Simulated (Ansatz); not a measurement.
# How much does W in Ru(0001), 2x2 scatter?, part 2 of 3

How strong a scatterer is W in Ru(0001), 2x2, and does relaxation matter?

Ansatz 0.2.0; Ansatz plane-wave DFT, PBE, PAW files; ballistic transport by layer matching (Landauer), zero bias; PAW set soft_1 (the session's first sound run).

So far, resistivity per at.% scaled from this dense plane, with the factor 3/4 for isotropic scattering (µΩ cm): step 3 (resistance at ideal sites) 2.01.

### Step 4. Relaxing the neighbours

The neighbours of the defect are let go while the lead's layers stay on their sites, since a lead must repeat to 0.01 Å.

This step: Ansatz plane-wave DFT, PBE, PAW files; relaxation with the lead's layers held; PAW set soft_1 (Ansatz 0.2.0).

File input.yaml:

```yaml
crystal:
  lattice:
    - [5.4116, 0.0, 0.0]
    - [-2.7058, 4.6865830751, 0.0]
    - [0.0, 0.0, 34.2552]
  atoms:
    - { symbol: Ru, position: [0.1666666667, 0.3333333333, 0.03125] }
    - { symbol: Ru, position: [0.1666666667, 0.8333333333, 0.03125] }
    - { symbol: Ru, position: [0.6666666667, 0.3333333333, 0.03125] }
    - { symbol: Ru, position: [0.6666666667, 0.8333333333, 0.03125] }
    - { symbol: Ru, position: [0.3333333333, 0.1666666667, 0.09375] }
    - { symbol: Ru, position: [0.3333333333, 0.6666666667, 0.09375] }
    - { symbol: Ru, position: [0.8333333333, 0.1666666667, 0.09375] }
    - { symbol: Ru, position: [0.8333333333, 0.6666666667, 0.09375] }
    - { symbol: Ru, position: [0.1666666667, 0.3333333333, 0.15625] }
    - { symbol: Ru, position: [0.1666666667, 0.8333333333, 0.15625] }
    - { symbol: Ru, position: [0.6666666667, 0.3333333333, 0.15625] }
    - { symbol: Ru, position: [0.6666666667, 0.8333333333, 0.15625] }
    - { symbol: Ru, position: [0.3333333333, 0.1666666667, 0.21875] }
    - { symbol: Ru, position: [0.3333333333, 0.6666666667, 0.21875] }
    - { symbol: Ru, position: [0.8333333333, 0.1666666667, 0.21875] }
    - { symbol: Ru, position: [0.8333333333, 0.6666666667, 0.21875] }
    - { symbol: Ru, position: [0.1666666667, 0.3333333333, 0.28125] }
    - { symbol: Ru, position: [0.1666666667, 0.8333333333, 0.28125] }
    - { symbol: Ru, position: [0.6666666667, 0.3333333333, 0.28125] }
    - { symbol: Ru, position: [0.6666666667, 0.8333333333, 0.28125] }
    - { symbol: Ru, position: [0.3333333333, 0.1666666667, 0.34375] }
    - { symbol: Ru, position: [0.3333333333, 0.6666666667, 0.34375] }
    - { symbol: Ru, position: [0.8333333333, 0.1666666667, 0.34375] }
    - { symbol: Ru, position: [0.8333333333, 0.6666666667, 0.34375] }
    - { symbol: Ru, position: [0.1666666667, 0.3333333333, 0.40625] }
    - { symbol: Ru, position: [0.1666666667, 0.8333333333, 0.40625] }
    - { symbol: Ru, position: [0.6666666667, 0.3333333333, 0.40625] }
    - { symbol: Ru, position: [0.6666666667, 0.8333333333, 0.40625] }
    - { symbol: Ru, position: [0.3333333333, 0.1666666667, 0.46875] }
    - { symbol: Ru, position: [0.3333333333, 0.6666666667, 0.46875] }
    - { symbol: Ru, position: [0.8333333333, 0.1666666667, 0.46875] }
    - { symbol: Ru, position: [0.8333333333, 0.6666666667, 0.46875] }
    - { symbol: W, position: [0.1666666667, 0.3333333333, 0.53125] }
    - { symbol: Ru, position: [0.1666666667, 0.8333333333, 0.53125] }
    - { symbol: Ru, position: [0.6666666667, 0.3333333333, 0.53125] }
    - { symbol: Ru, position: [0.6666666667, 0.8333333333, 0.53125] }
    - { symbol: Ru, position: [0.3333333333, 0.1666666667, 0.59375] }
    - { symbol: Ru, position: [0.3333333333, 0.6666666667, 0.59375] }
    - { symbol: Ru, position: [0.8333333333, 0.1666666667, 0.59375] }
    - { symbol: Ru, position: [0.8333333333, 0.6666666667, 0.59375] }
    - { symbol: Ru, position: [0.1666666667, 0.3333333333, 0.65625] }
    - { symbol: Ru, position: [0.1666666667, 0.8333333333, 0.65625] }
    - { symbol: Ru, position: [0.6666666667, 0.3333333333, 0.65625] }
    - { symbol: Ru, position: [0.6666666667, 0.8333333333, 0.65625] }
    - { symbol: Ru, position: [0.3333333333, 0.1666666667, 0.71875] }
    - { symbol: Ru, position: [0.3333333333, 0.6666666667, 0.71875] }
    - { symbol: Ru, position: [0.8333333333, 0.1666666667, 0.71875] }
    - { symbol: Ru, position: [0.8333333333, 0.6666666667, 0.71875] }
    - { symbol: Ru, position: [0.1666666667, 0.3333333333, 0.78125] }
    - { symbol: Ru, position: [0.1666666667, 0.8333333333, 0.78125] }
    - { symbol: Ru, position: [0.6666666667, 0.3333333333, 0.78125] }
    - { symbol: Ru, position: [0.6666666667, 0.8333333333, 0.78125] }
    - { symbol: Ru, position: [0.3333333333, 0.1666666667, 0.84375] }
    - { symbol: Ru, position: [0.3333333333, 0.6666666667, 0.84375] }
    - { symbol: Ru, position: [0.8333333333, 0.1666666667, 0.84375] }
    - { symbol: Ru, position: [0.8333333333, 0.6666666667, 0.84375] }
    - { symbol: Ru, position: [0.1666666667, 0.3333333333, 0.90625] }
    - { symbol: Ru, position: [0.1666666667, 0.8333333333, 0.90625] }
    - { symbol: Ru, position: [0.6666666667, 0.3333333333, 0.90625] }
    - { symbol: Ru, position: [0.6666666667, 0.8333333333, 0.90625] }
    - { symbol: Ru, position: [0.3333333333, 0.1666666667, 0.96875] }
    - { symbol: Ru, position: [0.3333333333, 0.6666666667, 0.96875] }
    - { symbol: Ru, position: [0.8333333333, 0.1666666667, 0.96875] }
    - { symbol: Ru, position: [0.8333333333, 0.6666666667, 0.96875] }
kpoints:
  mp_grid: { grid: [5, 5, 1] }
hamiltonian:
  xc: pbe
  pseudopotentials: { kind: paw, azcp: { folder: soft_1 } }
scf:
  occupations: { method: fermi_dirac, width: 0.1 }
relax:
  f_tol: 0.03
  max_steps: 40
  constraints:
    - { sites: [0, 1, 2, 3, 4, 5, 6, 7, 8, 9, 10, 11, 12, 13, 14, 15, 16, 17, 18, 19, 44, 45, 46, 47, 48, 49, 50, 51, 52, 53, 54, 55, 56, 57, 58, 59, 60, 61, 62, 63] }
```

Launch:

```console
ansatz run input.yaml --threads 4 --pin off --max-ram 15360MiB --backend cpu --events-out ev --progress --plain --runs-dir out
```

Numbers of over 12 decimals in the logs are rounded to 6 here.

The program printed:

```text
Warning: crystal.symmetry: narrowed to the stabiliser of the relax constraints — unitary ops 12 → 6; lowered at sites 20, 21, 22, 23, 44, 45, 46, 47 (the operations that carried what is held of a site onto what its image site leaves free; the constrained walk keeps no symmetry that its constraints do not admit)
[...]
Crystal: 64 atoms, lattice volume = 868.777 Å³
Basis set: ecut = 420 eV, 16909 PW (Γ), exchange–correlation on 80×80×480 points (8 copies of the dense FFT grid, shifted against one another)
Bands: 614, of which v1, the nominal top of the filled ones, is band 511 counted from 1 (510 counted from 0)
Symmetry: 6 space group operations
k-points: 5 of 25 (time reversal used)
[...]
SCF iter   1: F=—  HF=-380805.141425 eV  |F-HF|=—  |Δ(HF+E_count)|=         —  Δρ=1.41e-1  dr2=6.30e3  ethr=3.10e-3  ⟨swp⟩=5.0  Hψ=9705  notcnv=0
[...]
SCF iter   9: F=-380746.720199 eV  HF=-380746.720202 eV  |F-HF|=2.40e-6  |Δ(HF+E_count)|=   1.64e-7  Δρ=5.08e-6  dr2=2.51e-6  ethr=2.20e-9  ⟨swp⟩=3.0  Hψ=6890  notcnv=0
SCF 1 converged in 9 iterations: F = -380746.720199 eV  dr2 = 2.51e-6
[...]
relax step   1: F+E_penalty+E_count = -380746.72019933 eV  Δ(F+E_penalty+E_count) = +0.000e0 eV  max|allowed force component| = 3.091e-1 eV/Å  Δτ_max = 0.0000 Å  (9 SCF iters, dr2 threshold 2.25e-5 eV, accepted)
[...]
iter 1 solved again at ethr=1.18e-4 eV; its pass at ethr=3.10e-3 eV (dr2=1.21e0 eV) is discarded
[...]
SCF iter   6: F=-380746.747816 eV  HF=-380746.747816 eV  |F-HF|=3.01e-7  |Δ(HF+E_count)|=   1.81e-6  Δρ=5.59e-6  dr2=4.43e-7  ethr=5.84e-10  ⟨swp⟩=2.0  Hψ=8485  notcnv=0
SCF 2 converged in 6 iterations: F = -380746.747816 eV  dr2 = 4.43e-7
[...]
relax step   2: F+E_penalty+E_count = -380746.74781579 eV  Δ(F+E_penalty+E_count) = -2.762e-2 eV  max|allowed force component| = 1.267e-1 eV/Å  Δτ_max = 0.0425 Å  (6 SCF iters, dr2 threshold 5.97e-6 eV, accepted)
SCF iter   1: F=—  HF=-380746.761448 eV  |F-HF|=—  |Δ(HF+E_count)|=         —  Δρ=1.42e-3  dr2=1.35e-1  ethr=1.63e-4  ⟨swp⟩=2.4  Hψ=5312  notcnv=0  defer=52
[...]
SCF iter   6: F=-380746.759330 eV  HF=-380746.759330 eV  |F-HF|=2.64e-7  |Δ(HF+E_count)|=   3.36e-7  Δρ=2.43e-6  dr2=2.87e-7  ethr=9.82e-11  ⟨swp⟩=2.8  Hψ=8687  notcnv=0
SCF 3 converged in 6 iterations: F = -380746.759330 eV  dr2 = 2.87e-7
relax step   3: F+E_penalty+E_count = -380746.75932951 eV  Δ(F+E_penalty+E_count) = -1.151e-2 eV  max|allowed force component| = 2.524e-2 eV/Å  Δτ_max = 0.0169 Å  (6 SCF iters, dr2 threshold 1.00e-6 eV, accepted)
[...]
SCF iter   7: F=-380746.759330 eV  HF=-380746.759330 eV  |F-HF|=0.00e0  |Δ(HF+E_count)|=  1.16e-10  Δρ=3.46e-9  dr2=6.24e-13  ethr=1.00e-12  ⟨swp⟩=1.0  Hψ=6108  notcnv=0
SCF 4 converged in 7 iterations: F = -380746.759330 eV  dr2 = 6.24e-13
relax step   4: F+E_penalty+E_count = -380746.75932977 eV  Δ(F+E_penalty+E_count) = -2.619e-7 eV  max|allowed force component| = 2.515e-2 eV/Å  Δτ_max = 0.0000 Å  (7 SCF iters, accepted)
SCF converged after 7 iterations
Free energy (F): -380746.759330 eV
[...]
Internal energy: -380744.750458 eV  (E = F + TS)
E sigma→0 (E₀):  -380745.754894 eV
Entropy (-TS):   -2.008872 eV (-31.389 meV/atom)
Fermi energy:    23.409190 eV
[...]
--- Forces (eV/Å), atoms counted from 1 ---
  atom   1  Ru    -0.00000000     0.00000000     0.00120168
  atom   2  Ru    -0.00210579    -0.00121578     0.00091614
  atom   3  Ru     0.00000000     0.00243156     0.00091614
  atom   4  Ru     0.00210579    -0.00121578     0.00091614
  atom   5  Ru    -0.00262784     0.00151719     0.00593397
  atom   6  Ru     0.00000000    -0.00303437     0.00593397
  atom   7  Ru     0.00262784     0.00151719     0.00593397
  atom   8  Ru     0.00000000    -0.00000000     0.00809959
  atom   9  Ru     0.00000000     0.00000000     0.00357976
  atom  10  Ru    -0.00478079    -0.00276019    -0.01246319
  atom  11  Ru     0.00000000     0.00552038    -0.01246319
  atom  12  Ru     0.00478079    -0.00276019    -0.01246319
  atom  13  Ru    -0.00158873     0.00091726    -0.02364454
  atom  14  Ru    -0.00000000    -0.00183451    -0.02364454
  atom  15  Ru     0.00158873     0.00091726    -0.02364454
  atom  16  Ru     0.00000000    -0.00000000    -0.01470183
  atom  17  Ru     0.00000000     0.00000000    -0.02090822
  atom  18  Ru    -0.01473721    -0.00850853    -0.08920375
  atom  19  Ru    -0.00000000     0.01701707    -0.08920375
  atom  20  Ru     0.01473721    -0.00850853    -0.08920375
  atom  21  Ru    -0.00354048     0.00204410    -0.00534081
  atom  22  Ru     0.00000000    -0.00408820    -0.00534081
  atom  23  Ru     0.00354048     0.00204410    -0.00534081
  atom  24  Ru     0.00000000    -0.00000000     0.00293505
  atom  25  Ru     0.00000000     0.00000000     0.02514988
  atom  26  Ru    -0.02109922    -0.01218164     0.00463635
  atom  27  Ru     0.00000000     0.02436328     0.00463635
  atom  28  Ru     0.02109922    -0.01218164     0.00463635
  atom  29  Ru     0.00959386    -0.00553902     0.00149812
  atom  30  Ru     0.00000000     0.01107804     0.00149812
  atom  31  Ru    -0.00959386    -0.00553902     0.00149812
  atom  32  Ru    -0.00000000    -0.00000000     0.01416141
  atom  33  W     -0.00000000     0.00000000     0.00072646
  atom  34  Ru    -0.00789398    -0.00455759    -0.00016525
  atom  35  Ru     0.00000000     0.00911519    -0.00016525
  atom  36  Ru     0.00789398    -0.00455759    -0.00016525
  atom  37  Ru     0.00999661    -0.00577154    -0.00381822
  atom  38  Ru    -0.00000000     0.01154309    -0.00381822
  atom  39  Ru    -0.00999661    -0.00577154    -0.00381822
  atom  40  Ru     0.00000000    -0.00000000    -0.01464722
[...]
atom  53  Ru    -0.00073251     0.00042291     0.00841627
  atom  54  Ru     0.00000000    -0.00084583     0.00841627
  atom  55  Ru     0.00073251     0.00042291     0.00841627
  atom  56  Ru     0.00000000    -0.00000000     0.00025499
  atom  57  Ru     0.00000000     0.00000000    -0.00700772
  atom  58  Ru    -0.00495798    -0.00286249     0.00846543
  atom  59  Ru     0.00000000     0.00572498     0.00846543
  atom  60  Ru     0.00495798    -0.00286249     0.00846543
  atom  61  Ru    -0.00238285     0.00137574    -0.00533010
  atom  62  Ru    -0.00000000    -0.00275147    -0.00533010
  atom  63  Ru     0.00238285     0.00137574    -0.00533010
  atom  64  Ru     0.00000000    -0.00000000    -0.00701008
  max |Σ_I F_I| component: 1.85e-6 eV/Å
--- Relaxed structure (4 steps of the walk, 4 accepted, 0 SCFs on fresh bases) ---
  F+E_penalty+E_count = -380746.75932977 eV   max|allowed force component| = 2.515e-2 eV/Å
  atoms:
    - { symbol: Ru, position: [0.166667, 0.333333, 0.03125] }
    - { symbol: Ru, position: [0.166667, 0.833333, 0.03125] }
    - { symbol: Ru, position: [0.666667, 0.333333, 0.03125] }
    - { symbol: Ru, position: [0.666667, 0.833333, 0.03125] }
    - { symbol: Ru, position: [0.333333, 0.166667, 0.093750] }
    - { symbol: Ru, position: [0.333333, 0.666667, 0.093750] }
    - { symbol: Ru, position: [0.833333, 0.166667, 0.093750] }
    - { symbol: Ru, position: [0.833333, 0.666667, 0.093750] }
    - { symbol: Ru, position: [0.166667, 0.333333, 0.15625] }
    - { symbol: Ru, position: [0.166667, 0.833333, 0.15625] }
    - { symbol: Ru, position: [0.666667, 0.333333, 0.15625] }
    - { symbol: Ru, position: [0.666667, 0.833333, 0.15625] }
    - { symbol: Ru, position: [0.333333, 0.166667, 0.218750] }
    - { symbol: Ru, position: [0.333333, 0.666667, 0.218750] }
    - { symbol: Ru, position: [0.833333, 0.166667, 0.218750] }
    - { symbol: Ru, position: [0.833333, 0.666667, 0.218750] }
    - { symbol: Ru, position: [0.166667, 0.333333, 0.28125] }
    - { symbol: Ru, position: [0.166667, 0.833333, 0.28125] }
    - { symbol: Ru, position: [0.666667, 0.333333, 0.28125] }
    - { symbol: Ru, position: [0.666667, 0.833333, 0.28125] }
    - { symbol: Ru, position: [0.333101, 0.166899, 0.343456] }
    - { symbol: Ru, position: [0.333101, 0.666202, 0.343456] }
    - { symbol: Ru, position: [0.833798, 0.166899, 0.343456] }
    - { symbol: Ru, position: [0.833333, 0.666667, 0.343469] }
    - { symbol: Ru, position: [0.166667, 0.333333, 0.406154] }
    - { symbol: Ru, position: [0.165048, 0.832524, 0.405532] }
    - { symbol: Ru, position: [0.667476, 0.334952, 0.405532] }
    - { symbol: Ru, position: [0.667476, 0.832524, 0.405532] }
    - { symbol: Ru, position: [0.334306, 0.165694, 0.468035] }
    - { symbol: Ru, position: [0.334306, 0.668612, 0.468035] }
    - { symbol: Ru, position: [0.831388, 0.165694, 0.468035] }
    - { symbol: Ru, position: [0.833333, 0.666667, 0.468363] }
    - { symbol: W, position: [0.166667, 0.333333, 0.531126] }
    - { symbol: Ru, position: [0.163809, 0.831905, 0.531130] }
    - { symbol: Ru, position: [0.668095, 0.336191, 0.531130] }
    - { symbol: Ru, position: [0.668095, 0.831905, 0.531130] }
    - { symbol: Ru, position: [0.334298, 0.165702, 0.594236] }
    - { symbol: Ru, position: [0.334298, 0.668596, 0.594236] }
    - { symbol: Ru, position: [0.831404, 0.165702, 0.594236] }
    - { symbol: Ru, position: [0.833333, 0.666667, 0.593905] }
    - { symbol: Ru, position: [0.166667, 0.333333, 0.656139] }
[...]
- { symbol: Ru, position: [0.333333, 0.166667, 0.84375] }
    - { symbol: Ru, position: [0.333333, 0.666667, 0.84375] }
    - { symbol: Ru, position: [0.833333, 0.166667, 0.84375] }
    - { symbol: Ru, position: [0.833333, 0.666667, 0.84375] }
    - { symbol: Ru, position: [0.166667, 0.333333, 0.906250] }
    - { symbol: Ru, position: [0.166667, 0.833333, 0.906250] }
    - { symbol: Ru, position: [0.666667, 0.333333, 0.906250] }
    - { symbol: Ru, position: [0.666667, 0.833333, 0.906250] }
    - { symbol: Ru, position: [0.333333, 0.166667, 0.96875] }
    - { symbol: Ru, position: [0.333333, 0.666667, 0.96875] }
    - { symbol: Ru, position: [0.833333, 0.166667, 0.96875] }
    - { symbol: Ru, position: [0.833333, 0.666667, 0.96875] }
```

Run time: 7.1 min. Hardware: 4 threads of Intel Xeon Platinum 8259CL at 2.50GHz (Skylake/Cascade Lake), shared host; peak memory 8.3 GiB.

Step by step:

| step | energy less that of the first step (eV) | largest force component (eV/Å) |
| --- | --- | --- |
| 1 | 0.0000 | 0.3091 |
| 2 | -0.0276 | 0.1267 |
| 3 | -0.0391 | 0.0252 |
| 4 | -0.0391 | 0.0251 |

The atoms that moved most (Å):

| atom | dx | dy | dz | length |
| --- | --- | --- | --- | --- |
| Ru30 | 0.000 | 0.009 | -0.025 | 0.026 |
| Ru29 | 0.008 | -0.005 | -0.025 | 0.026 |
| Ru31 | -0.008 | -0.005 | -0.025 | 0.026 |
| Ru27 | 0.000 | 0.008 | -0.025 | 0.026 |
| Ru26 | -0.007 | -0.004 | -0.025 | 0.026 |
| Ru28 | 0.007 | -0.004 | -0.025 | 0.026 |
| Ru39 | -0.008 | -0.005 | 0.017 | 0.019 |
| Ru38 | 0.000 | 0.009 | 0.017 | 0.019 |

This step gave:

| Property | Result |
| --- | --- |
| free energy | -380746.7593 eV |
| energy at zero smearing | -380745.7549 eV |

The largest force component on a free atom ends at 0.025 eV/Å, under the tolerance of 0.03, after 4 steps.

(Part 2 of 3 ends here.)

[Logs are printed without paths, hosts, clocks, repeated set-up lines and the standing remarks that a program may print on its own settings, such as how far it seeks lower states.]

[Hosts, paths, dates, database ids (printed as entryN), source tags and the programs' standing remarks are cut or masked in the printed files.]
